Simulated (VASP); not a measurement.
A run of VASP 6.6.1 is set up as follows.

File INCAR:

```
PREC = Accurate
ENCUT = 300
EDIFF = 1E-7
ISMEAR = 0
SIGMA = 0.03
LREAL = False
LASPH = True
NELM = 80
ALGO = Normal
ISIF = 2
LWAVE = False
LCHARG = False
GGA = PE
IBRION = 2
NSW = 40
EDIFFG = -0.01
```

The input KPOINTS:

```
Automatic mesh
0
Gamma
  7 7 7
```

Contents of POSCAR:

```
BN                                      
1.0
    0.0000000000      1.8359439364      1.8359439364
    1.8359439364      0.0000000000      1.8359439364
    1.8359439364      1.8359439364      0.0000000000
  B               N             
     1     1
Direct
     0.0000000000000000    0.0000000000000000    0.0000000000000000
     0.2500000000000000    0.2500000000000000    0.2500000000000000
```

Potentials or basis: VASP PAW PBE potentials, release 64 (B_s, N_s).

The run is started by

```console
$ cat potpaw_PBE.64/B_s/POTCAR potpaw_PBE.64/N_s/POTCAR > POTCAR
$ mpirun -np 1 vasp_std > vasp.out
```

Q: Predict the band gap on the k mesh.

A: 4.66 eV, indirect (least direct gap 8.61 eV).

Final structure:
```
CELL_PARAMETERS angstrom
0.00000 1.83594 1.83594
1.83594 0.00000 1.83594
1.83594 1.83594 0.00000
ATOMIC_POSITIONS crystal
B 0.00000 0.00000 0.00000
N 0.25000 0.25000 0.25000
```

Caveat: the k mesh is coarse (spacing up to 0.42 Å⁻¹), so the values aren't converged; the relaxation stopped at its first step, so nothing moved; an odd mesh through Γ misses points on the zone boundary, where band edges often lie.
